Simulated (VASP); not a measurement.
# W (Im-3m) in VASP: a series of runs

One crystal, W, is run at these levels: PBE; tasks: relaxation of cell and atoms, vibrations by finite differences.

Program: VASP 6.6.1. These are calculated values, not measurements. Logs are shortened: lines on timing, memory, paths and dates and some standing lists are left out, and cuts for length are marked.

### 1 The structure

The structure is cubic, space group Im-3m (No. 229). The conventional cell has a = 3.165 Å, b = 3.165 Å, c = 3.165 Å, α = 90.00°, β = 90.00°, γ = 90.00°. Around W (site symmetry m-3m) lie 8 W at 2.74 Å.

### 2 Relaxation of cell and atoms, PBE

Input file INCAR:

```
  PREC = Accurate
  ENCUT = 520
  EDIFF = 1E-7
  ISMEAR = 1
  SIGMA = 0.2
  LREAL = False
  LASPH = True
  NELM = 60
  ALGO = Normal
  ISIF = 3
  LWAVE = False
  LCHARG = False
  GGA = PE
  IBRION = 2
  NSW = 80
  EDIFFG = -0.002
```

Input file KPOINTS:

```
regular mesh
0
Gamma
  18 18 18
```

Input file POSCAR:

```
W
1.0
   -1.5823450000      1.5823450000      1.5823450000
    1.5823450000     -1.5823450000      1.5823450000
    1.5823450000      1.5823450000     -1.5823450000
W
1
Direct
    0.0000000000      0.0000000000      0.0000000000
```

Potentials or basis: VASP PAW PBE potentials, release 64 (W_sv).

Started as:

```bash
$ cat potpaw_PBE.64/W_sv/POTCAR > POTCAR
$ mpirun -np 1 vasp_std > vasp.out
```

OUTCAR:

```text
PREC = Accurate
   ENCUT = 520
   EDIFF = 1E-7
   ISMEAR = 1
   LREAL = False
   LASPH = True
   NELM = 60
   ISIF = 3
   GGA = PE
   IBRION = 2
   NSW = 80
   EDIFFG = -0.002

 ion  position               nearest neighbor table
   1  0.000  0.000  0.000-

  LATTYP: Found a body centered cubic cell.
 ALAT       =     3.1646900000

  Lattice vectors:

 A1 = (  -1.5823450000,   1.5823450000,   1.5823450000)
 A2 = (   1.5823450000,  -1.5823450000,   1.5823450000)
 A3 = (   1.5823450000,   1.5823450000,  -1.5823450000)

Analysis of symmetry for initial positions (statically):
=====================================================================
 Subroutine PRICEL returns:
 Original cell was already a primitive cell.

 Routine SETGRP: Setting up the symmetry group for a
 body centered cubic supercell.

 Subroutine GETGRP returns: Found 48 space group operations
 (whereof 48 operations were pure point group operations)
 out of a pool of 48 trial point group operations.

The static configuration has the point symmetry O_h .

Analysis of symmetry for dynamics (positions and initial velocities):
=====================================================================
 Subroutine PRICEL returns:
 Original cell was already a primitive cell.

 Routine SETGRP: Setting up the symmetry group for a
 body centered cubic supercell.

 Subroutine GETGRP returns: Found 48 space group operations
 (whereof 48 operations were pure point group operations)
 out of a pool of 48 trial point group operations.

The dynamic configuration has the point symmetry O_h .

 Subroutine INISYM returns: Found 48 space group operations
 (whereof 48 operations are pure point group operations),
 and found     1 'primitive' translations

----------------------------------------------------------------------------------------

                                     Primitive cell

  volume of cell :      15.8476

  direct lattice vectors                    reciprocal lattice vectors
    -1.582345000  1.582345000  1.582345000     0.000000000  0.315986716  0.315986716
     1.582345000 -1.582345000  1.582345000     0.315986716  0.000000000  0.315986716
     1.582345000  1.582345000 -1.582345000     0.315986716  0.315986716  0.000000000

  length of vectors
     2.740701935  2.740701935  2.740701935     0.446872699  0.446872699  0.446872699

  position of ions in fractional coordinates (direct lattice)
     0.000000000  0.000000000  0.000000000

  ion indices of the primitive-cell ions
   primitive index   ion index
                 1           1

----------------------------------------------------------------------------------------

 KPOINTS: regular mesh

Automatic generation of k-mesh.
 Grid dimensions read from file:
 generate k-points for:   18   18   18

 Generating k-lattice:

  Cartesian coordinates                     Fractional coordinates (reciprocal lattice)
     0.000000000  0.017554818  0.017554818     0.055555556  0.000000000  0.000000000
     0.017554818  0.000000000  0.017554818     0.000000000  0.055555556  0.000000000
     0.017554818  0.017554818  0.000000000     0.000000000  0.000000000  0.055555556

  Length of vectors
     0.024826261  0.024826261  0.024826261

  Shift w.r.t. Gamma in fractional coordinates (k-lattice)
     0.000000000  0.000000000  0.000000000

 Subroutine IBZKPT returns following result:
 ===========================================

 Found    195 irreducible k-points:

 Following reciprocal coordinates:
            Coordinates               Weight
  0.000000  0.000000  0.000000      1.000000
  0.055556  0.000000  0.000000     12.000000
  0.111111  0.000000  0.000000     12.000000
  0.166667  0.000000  0.000000     12.000000
  0.222222  0.000000  0.000000     12.000000
  0.277778  0.000000  0.000000     12.000000
[... 16 lines left out ...]
  0.333333  0.111111 -0.000000     48.000000
  0.388889  0.111111  0.000000     48.000000
 [... further k-points ...]
   k-points           NKPTS =    195   k-points in BZ     NKDIM =    195   number of bands    NBANDS=     11
   number of dos      NEDOS =    301   number of ions     NIONS =      1
   total plane-waves  NPLWV =   8000
   dimension x,y,z NGX =    20 NGY =   20 NGZ =   20
   dimension x,y,z NGXF=    40 NGYF=   40 NGZF=   40
   ions per type =               1
   NGX,Y,Z   is equivalent  to a cutoff of  12.13, 12.13, 12.13 a.u.
   NGXF,Y,Z  is equivalent  to a cutoff of  24.26, 24.26, 24.26 a.u.
 SYSTEM =  unknown system
   PREC   = accura    normal or accurate (medium, high low for compatibility)
   ISTART =      0    job   : 0-new  1-cont  2-samecut
   ICHARG =      2    charge: 1-file 2-atom 10-const
   ISPIN  =      1    spin polarized calculation?
   LNONCOLLINEAR =      F non collinear calculations
   LSORBIT =      F    spin-orbit coupling
   LASPH  =      T    aspherical Exc in radial PAW
   ENCUT  =  520.0 eV  38.22 Ry    6.18 a.u.   5.10  5.10  5.10*2*pi/ulx,y,z
   NELM   =     60;   NELMIN=  2; NELMDL= -5     # of ELM steps
   EDIFF  = 0.1E-06   stopping-criterion for ELM
   LREAL  =      F    real-space projection
   EDIFFG = -.2E-02   stopping-criterion for IOM
   NSW    =     80    number of steps for IOM
   IBRION =      2    ionic relax: 0-MD 1-quasi-New 2-CG
   NFREE  =      1    steps in history (QN), initial steepest desc. (CG)
   ISIF   =      3    stress and relaxation
   ISYM   =      2    0-nonsym 1-usesym 2-fastsym
   POTIM  = 0.5000    time-step for ionic-motion
   TEBEG  =    0.0;   TEEND  =   0.0 temperature during run
   PSTRESS=    0.0 pullay stress
   NELECT =      14.0000    total number of electrons
   NUPDOWN=      -1.0000    fix difference up-down
   EMIN   =  10.00;   EMAX   =-10.00  energy-range for DOS
   EFERMI =   0.00;   METHOD = LEGACY
   ISMEAR =     1;   SIGMA  =   0.20  broadening in eV -4-tet -1-fermi 0-gaus
   EFERMI_NEDOS =   21; number of points for ismear=-14 and -15
   IALGO  =     38    algorithm
   IMIX   =      4    mixing-type and parameters
     AMIX     =   0.40;   BMIX     =  1.00
     AMIX_MAG =   1.60;   BMIX_MAG =  1.00
  volume/ion in A,a.u.               =      15.85       106.94
  Fermi-wavevector in a.u.,A,eV,Ry     =   1.570832  2.968442 33.572544  2.467512
  Thomas-Fermi vector in A             =   2.672506
   LORBIT       =      0    0 simple, 1 ext, 2 COOP (PROOUT), +10 PAW based schemes
   GGA     = PE    functional components
   LHFCALC =     F    Hartree Fock is set to
   AEXX    =    0.0000 exact exchange contribution
   IVDW    =     0    specifies the selected vdW correction
   LEPSILON=     F    determine dielectric tensor
   LRPA    =     F    only Hartree local field effects (RPA)
 conjugate gradient relaxation of ions
 non-spin polarized calculation
 Methfessel and Paxton  Order N= 1 SIGMA  =   0.20
  energy-cutoff  :      520.00
  volume of cell :       15.85
 maximum number of plane-waves:       440
   NGX = 11   NGY = 11   NGZ = 11

--------------------------------------- Ionic step        1  -------------------------------------------

 number of electron      14.0000004 magnetization

 Free energy of the ion-electron system (eV)
  ---------------------------------------------------
  ext. energy  EPLUGINS =         0.00000000
  ---------------------------------------------------
  free energy    TOTEN  =       -12.94398198 eV

  energy without entropy =      -12.94238294  energy(sigma->0) =      -12.94344897

------------------------ aborting loop because EDIFF is reached ----------------------------------------

  FORCE on cell =-STRESS in cart. coord.  units (eV):
  Direction    XX          YY          ZZ          XY          YZ          ZX
  --------------------------------------------------------------------------------------
  -------------------------------------------------------------------------------------
  Total        0.6157736      0.6157736      0.6157736     -0.0000000      0.0000000     -0.0000000
  in kB       62.2541208     62.2541208     62.2541208     -0.0000000      0.0000000     -0.0000000
  external PRESSURE =      62.2541208 kB  Pullay stress =       0.0000000 kB
[... 90 lines left out ...]
  energy  without entropy=      -12.9481601424  energy(sigma->0) =      -12.94932066

--------------------------------------- Ionic step        4  -------------------------------------------

 number of electron      14.0000000 magnetization

 Free energy of the ion-electron system (eV)
  ---------------------------------------------------
  ext. energy  EPLUGINS =         0.00000000
  ---------------------------------------------------
  free energy    TOTEN  =       -12.94990670 eV

  energy without entropy =      -12.94817216  energy(sigma->0) =      -12.94932852

 E-fermi :  11.1668     XC(G=0): -13.5316

 val. band max:       11.1619421002   @ k =  -0.2778   0.3333   0.2222
 cond. band min:      11.1783609750   @ k =   0.5000   0.5000   0.2222
 fundamental gap:      0.0164188747
 Fermi energy:        11.1668034338

 k-point     1 :       0.0000    0.0000    0.0000
  band No.  band energies     occupation
      1     -63.0368      2.00000
      2     -26.6268      2.00000
      3     -26.6268      2.00000
      4     -26.6268      2.00000
      5       1.6367      2.00000
      6       9.9725      2.00000
      7       9.9725      2.00000
      8       9.9725      2.00000
      9      13.3855     -0.00000
     10      13.3855     -0.00000
     11      25.6399      0.00000
[... 309 lines left out ...]
 k-point    24 :       0.3889    0.1111    0.0000
  band No.  band energies     occupation
      1     -62.9136      2.00000
      2     -27.7606      2.00000
      3     -27.0534      2.00000
      4     -26.6863      2.00000
      5       5.4422      2.00000
      6       7.8398      2.00000
      7      10.5517      2.00012
      8      13.1511     -0.00000
      9      14.4422     -0.00000
     10      17.4290      0.00000
     11      21.8201      0.00000

 [... further k-points ...]

------------------------ aborting loop because EDIFF is reached ----------------------------------------

  FORCE on cell =-STRESS in cart. coord.  units (eV):
  Direction    XX          YY          ZZ          XY          YZ          ZX
  --------------------------------------------------------------------------------------
  -------------------------------------------------------------------------------------
  Total       -0.0007378     -0.0007378     -0.0007378      0.0000000      0.0000000     -0.0000000
  in kB       -0.0731530     -0.0731530     -0.0731530      0.0000000      0.0000000     -0.0000000
  external PRESSURE =      -0.0731530 kB  Pullay stress =       0.0000000 kB
[... 16 lines left out ...]
  FREE ENERGIE OF THE ION-ELECTRON SYSTEM (eV)
  ---------------------------------------------------
  free  energy   TOTEN  =       -12.9499066987 eV

  energy  without entropy=      -12.9481721633  energy(sigma->0) =      -12.94932852

 reached required accuracy - stopping structural energy minimisation
```

Run time: 56 s. Hardware: 1 thread of Intel Xeon Platinum 8488C (Sapphire Rapids), shared host; peak memory 0.15 GiB.

What came out:

* Free energy: -12.9499 eV
* Relaxed volume: 16.16 Å³/atom
* Relaxed cell: a = 2.759 Å, b = 2.759 Å, c = 2.759 Å, α = 109.47°, β = 109.47°, γ = 109.47°
* Space group after relaxing (to 0.05 Å): Im-3m (No. 229)
* Energy gained by relaxing: 5.9 meV/atom
* Ionic steps: 4
* Pressure after relaxing: 0.0 GPa
* Band gap on the k mesh: none (metal or under the smearing width)

Step by step:
```csv
step,energy change (eV),largest force (eV/Å),pressure (GPa),volume (Å³)
1,0.0000,0.0000,6.23,15.85
2,0.0624,0.0000,-17.98,17.30
3,-0.0059,0.0000,-0.18,16.17
4,-0.0059,0.0000,-0.01,16.16
```

Final structure:
```cif
data_structure
_symmetry_space_group_name_H-M 'P 1'
_symmetry_Int_Tables_number 1
_cell_length_a 2.7586
_cell_length_b 2.7586
_cell_length_c 2.7586
_cell_angle_alpha 109.471
_cell_angle_beta 109.471
_cell_angle_gamma 109.471
_cell_volume 16.16
loop_
_atom_site_label
_atom_site_type_symbol
_atom_site_fract_x
_atom_site_fract_y
_atom_site_fract_z
_atom_site_occupancy
W1 W 0.00000 0.00000 0.00000 1
```

Levels at points of the mesh, in eV from the Fermi level:
```
           k point  band 5  band 6  band 7  band 8  band 9  band 10
(0.00, 0.00, 0.00)   -9.53   -1.19   -1.19   -1.19    2.22     2.22
(0.50, 0.00, 0.00)   -6.15   -3.47    0.61    2.10    3.06     5.98
(0.50, 0.50, 0.50)   -5.68   -5.68    5.03    5.03    5.03     8.09
```

The run has no spin-orbit coupling, so splittings on W are missing. Zero-point motion and thermal expansion aren't in these numbers.

### 3 Relaxation of cell and atoms, PBE

This run uses another cell than the first one, of 16.16 Å³/atom, 1.020 times its volume.

INCAR is that of step 2.

KPOINTS is that of step 2.

Input file POSCAR:

```
W                                       
1.0
   -1.5926499079      1.5926499079      1.5926499079
    1.5926499079     -1.5926499079      1.5926499079
    1.5926499079      1.5926499079     -1.5926499079
  W             
     1
Direct
     0.0000000000000000    0.0000000000000000    0.0000000000000000
```

Potentials or basis: VASP PAW PBE potentials, release 64 (W_sv).

Started as:

```bash
$ cat potpaw_PBE.64/W_sv/POTCAR > POTCAR
$ mpirun -np 1 vasp_std > vasp.out
```

It took 17 s on 1 thread of Intel Xeon Platinum 8488C (Sapphire Rapids), shared host; peak memory 0.16 GiB.

The run converged. Its results:

* Free energy: -12.9501 eV
* Pressure after relaxing: 0.0 GPa
* Band gap on the k mesh: none (metal or under the smearing width)

Final structure:
```xyz
1
Lattice="-1.5926 1.5926 1.5926 1.5926 -1.5926 1.5926 1.5926 1.5926 -1.5926" Properties=species:S:1:pos:R:3 pbc="T T T"
W     0.0000    0.0000    0.0000
```

Levels at points of the mesh, in eV from the Fermi level:
```csv
k point,band 5,band 6,band 7,band 8,band 9,band 10
"(0.00, 0.00, 0.00)",-9.53,-1.19,-1.19,-1.19,2.22,2.22
"(0.50, 0.00, 0.00)",-6.15,-3.47,0.61,2.10,3.06,5.98
"(0.50, 0.50, 0.50)",-5.68,-5.68,5.03,5.03,5.03,8.09
```

Caveat: the relaxation stopped at its first step, so nothing moved. Spin-orbit coupling is left out, which matters for the levels of W.

[end of part 1 of 2]
